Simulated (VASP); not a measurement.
Method: revPBE GGA, VASP's PBE PAW potentials (set 64) (plane waves; VASP).

VASP ran on this input.

KPOINTS:
```
Automatic mesh
0
G
  5 5 5
```

### POSCAR
```
CsI
1.0
  4.5700000000   0.0000000000   0.0000000000
  0.0000000000   4.5700000000   0.0000000000
  0.0000000000   0.0000000000   4.5700000000
Cs I
1 1
Cartesian
  0.0000000000   0.0000000000   0.0000000000
  2.2850000000   2.2850000000   2.2850000000
```

**INCAR**
```
NELM  =  100   # most electronic steps
ENCUT  =  520
EDIFF  =  1E-6   # SCF stop (eV)
GGA  =  RE   # revPBE
LWAVE  =  .FALSE.
EDIFFG  =  -0.01   # ionic stop
LMAXMIX  =  4   # l cut-off of mixed one-centre charges
IBRION  =  2
PREC  =  Accurate
LCHARG  =  .FALSE.
LREAL  =  .FALSE.
SYSTEM  =  CsI
ISIF  =  3
ISMEAR  =  0   # Gaussian
SIGMA  =  0.05   # width (eV)
ALGO  =  Normal   # blocked Davidson
LASPH  =  .TRUE.   # aspherical one-centre terms
NSW  =  60   # most ionic steps
```

POTCAR, in this order: Cs_sv I (PBE.64 set). Program: vasp_std.

Output

OUTCAR:
```
 ion  position               nearest neighbor table
   1  0.000  0.000  0.000-
   2  0.500  0.500  0.500-
  LATTYP: Found a simple cubic cell.
 ALAT       =     4.5700000000
 Subroutine PRICEL returns:
 Original cell was already a primitive cell.
 Subroutine GETGRP returns: Found 48 space group operations
The static configuration has the point symmetry O_h .
The dynamic configuration has the point symmetry O_h .
 Subroutine INISYM returns: Found 48 space group operations
 Subroutine IBZKPT returns following result:
 Found     10 irreducible k-points:

 Following reciprocal coordinates:
            Coordinates               Weight
  0.000000  0.000000  0.000000      1.000000
  0.200000  0.000000  0.000000      6.000000
  0.400000  0.000000  0.000000      6.000000
  0.200000  0.200000  0.000000     12.000000
  0.400000  0.200000  0.000000     24.000000
  0.400000  0.400000  0.000000     12.000000
  0.200000  0.200000  0.200000      8.000000
  0.400000  0.200000  0.200000     24.000000
  0.400000  0.400000  0.200000     24.000000
...
```

**OSZICAR**
```
       N       E                     dE             d eps       ncg     rms          rms(c)
DAV:   1     0.930351402391E+02    0.93035E+02   -0.61908E+03   240   0.110E+03
DAV:   2     0.191332004631E+01   -0.91122E+02   -0.86186E+02   352   0.167E+02
DAV:   3    -0.504564249124E+01   -0.69590E+01   -0.69486E+01   316   0.533E+01
DAV:   4    -0.513414572717E+01   -0.88503E-01   -0.88491E-01   276   0.759E+00
DAV:   5    -0.513545394438E+01   -0.13082E-02   -0.13082E-02   316   0.952E-01    0.179E+00
DAV:   6    -0.502076708944E+01    0.11469E+00   -0.16254E-01   268   0.197E+00    0.140E+00
DAV:   7    -0.500373421787E+01    0.17033E-01   -0.16227E-01   280   0.207E+00    0.683E-01
DAV:   8    -0.501111601601E+01   -0.73818E-02   -0.14347E-02   260   0.819E-01    0.930E-02
DAV:   9    -0.501195417806E+01   -0.83816E-03   -0.12168E-03   272   0.257E-01    0.845E-02
DAV:  10    -0.501219093608E+01   -0.23676E-03   -0.33396E-04   264   0.145E-01    0.181E-02
DAV:  11    -0.501219793399E+01   -0.69979E-05   -0.51830E-05   288   0.419E-02    0.820E-03
DAV:  12    -0.501220087960E+01   -0.29456E-05   -0.93589E-06   260   0.253E-02    0.354E-03
DAV:  13    -0.501220106919E+01   -0.18959E-06   -0.41352E-07   216   0.448E-03
   1 F= -.50122011E+01 E0= -.50122011E+01  d E =-.501220E+01
       N       E                     dE             d eps       ncg     rms          rms(c)
DAV:   1    -0.554046697472E+01   -0.52827E+00   -0.88187E+00   244   0.167E+01    0.307E+00
DAV:   2    -0.517723250434E+01    0.36323E+00   -0.48908E-01   244   0.407E+00    0.135E+00
DAV:   3    -0.506988768595E+01    0.10734E+00   -0.33587E-01   244   0.318E+00    0.774E-01
DAV:   4    -0.506987455777E+01    0.13128E-04   -0.33621E-03   264   0.402E-01    0.733E-01
DAV:   5    -0.506959231076E+01    0.28225E-03   -0.38117E-03   264   0.394E-01    0.148E-01
DAV:   6    -0.506946418497E+01    0.12813E-03   -0.52986E-04   268   0.127E-01    0.148E-01
DAV:   7    -0.506945150709E+01    0.12678E-04   -0.24293E-05   272   0.349E-02    0.294E-02
DAV:   8    -0.506945595711E+01   -0.44500E-05   -0.45549E-05   256   0.500E-02    0.536E-02
DAV:   9    -0.506946028324E+01   -0.43261E-05   -0.19417E-06   228   0.111E-02    0.167E-02
DAV:  10    -0.506946544188E+01   -0.51586E-05   -0.15253E-06   172   0.102E-02    0.217E-02
DAV:  11    -0.506946359945E+01    0.18424E-05   -0.22532E-07   144   0.406E-03    0.540E-03
DAV:  12    -0.506946301170E+01    0.58775E-06   -0.50471E-08   132   0.161E-03
   2 F= -.50694630E+01 E0= -.50694630E+01  d E =-.572619E-01
       N       E                     dE             d eps       ncg     rms          rms(c)
DAV:   1    -0.552742820161E+01   -0.45796E+00   -0.81204E+00   240   0.159E+01    0.293E+00
DAV:   2    -0.518943936077E+01    0.33799E+00   -0.46370E-01   244   0.389E+00    0.128E+00
DAV:   3    -0.509146719283E+01    0.97972E-01   -0.30873E-01   244   0.301E+00    0.734E-01
DAV:   4    -0.509139263004E+01    0.74563E-04   -0.30774E-03   264   0.384E-01    0.690E-01
DAV:   5    -0.509106674931E+01    0.32588E-03   -0.36964E-03   264   0.385E-01    0.123E-01
DAV:   6    -0.509095968244E+01    0.10707E-03   -0.51755E-04   256   0.122E-01    0.128E-01
DAV:   7    -0.509095258241E+01    0.71000E-05   -0.18945E-05   276   0.309E-02    0.315E-02
DAV:   8    -0.509095928763E+01   -0.67052E-05   -0.43694E-05   244   0.497E-02    0.539E-02
DAV:   9    -0.509096308727E+01   -0.37996E-05   -0.15074E-06   208   0.100E-02    0.207E-02
DAV:  10    -0.509096858575E+01   -0.54985E-05   -0.17646E-06   172   0.111E-02    0.222E-02
DAV:  11    -0.509096700865E+01    0.15771E-05   -0.24762E-07   136   0.404E-03    0.755E-03
DAV:  12    -0.509096640872E+01    0.59992E-06   -0.45765E-08   120   0.154E-03
   3 F= -.50909664E+01 E0= -.50909664E+01  d E =-.787653E-01
       N       E                     dE             d eps       ncg     rms          rms(c)
DAV:   1    -0.512131440367E+01   -0.30347E-01   -0.54659E-01   240   0.416E+00    0.773E-01
DAV:   2    -0.509857359306E+01    0.22741E-01   -0.31313E-02   244   0.100E+00    0.330E-01
DAV:   3    -0.509209710331E+01    0.64765E-02   -0.20438E-02   240   0.770E-01    0.194E-01
DAV:   4    -0.509208285294E+01    0.14250E-04   -0.21237E-04   260   0.102E-01    0.174E-01
DAV:   5    -0.509205232945E+01    0.30523E-04   -0.24620E-04   276   0.987E-02    0.204E-02
DAV:   6    -0.509204456790E+01    0.77616E-05   -0.30178E-05   260   0.298E-02    0.222E-02
DAV:   7    -0.509203779472E+01    0.67732E-05   -0.82324E-06   268   0.210E-02    0.572E-02
DAV:   8    -0.509204100148E+01   -0.32068E-05   -0.77297E-07   156   0.691E-03    0.174E-02
DAV:   9    -0.509204285173E+01   -0.18502E-05   -0.35816E-07   124   0.398E-03    0.120E-03
DAV:  10    -0.509204308871E+01   -0.23698E-06   -0.61553E-08   120   0.206E-03
   4 F= -.50920431E+01 E0= -.50920431E+01  d E =-.798420E-01
```

File OUTCAR:
```
------------------------ aborting loop because EDIFF is reached ----------------------------------------
  FORCE on cell =-STRESS in cart. coord.  units (eV):
  Direction    XX          YY          ZZ          XY          YZ          ZX
  --------------------------------------------------------------------------------------
  Total        0.0135598      0.0135598      0.0135598     -0.0000000     -0.0000000      0.0000000
  in kB        0.1932787      0.1932787      0.1932787     -0.0000000     -0.0000000      0.0000000
  external PRESSURE =       0.1932787 kB  Pullay stress =       0.0000000 kB
  volume of cell :      112.40
      direct lattice vectors                 reciprocal lattice vectors
     4.826063968 -0.000000000  0.000000000     0.207208194 -0.000000000 -0.000000000
     0.000000000  4.826063968 -0.000000000     0.000000000  0.207208194 -0.000000000
     0.000000000  0.000000000  4.826063968    -0.000000000  0.000000000  0.207208194
 POSITION                                       TOTAL-FORCE (eV/Angst)
 -----------------------------------------------------------------------------------
      0.00000      0.00000      0.00000        -0.000000      0.000000      0.000000
      2.41303      2.41303      2.41303         0.000000      0.000000      0.000000
 -----------------------------------------------------------------------------------
    total drift:                               -0.000000      0.000000      0.000000
  FREE ENERGIE OF THE ION-ELECTRON SYSTEM (eV)
  ---------------------------------------------------
  free  energy   TOTEN  =        -5.0920430887 eV

  energy  without entropy=       -5.0920430887  energy(sigma->0) =       -5.09204309

 reached required accuracy - stopping structural energy minimisation
```
(Selected blocks of OUTCAR.)

File CONTCAR:
```
CsI
   1.00000000000000
     4.8260639679953128   -0.0000000000000000    0.0000000000000000
     0.0000000000000000    4.8260639679953128   -0.0000000000000000
     0.0000000000000000    0.0000000000000000    4.8260639679953128
  Cs              I
     1     1
Direct
     0.0000000000000000    0.0000000000000000    0.0000000000000000
     0.5000000000000000    0.5000000000000000    0.5000000000000000
```

Energy and stress use the plane-wave basis of the starting cell.

The compound is CsI in the CsCl type structure. This run relaxes it. Symmetry was kept, so distortions that lower it aren't found.
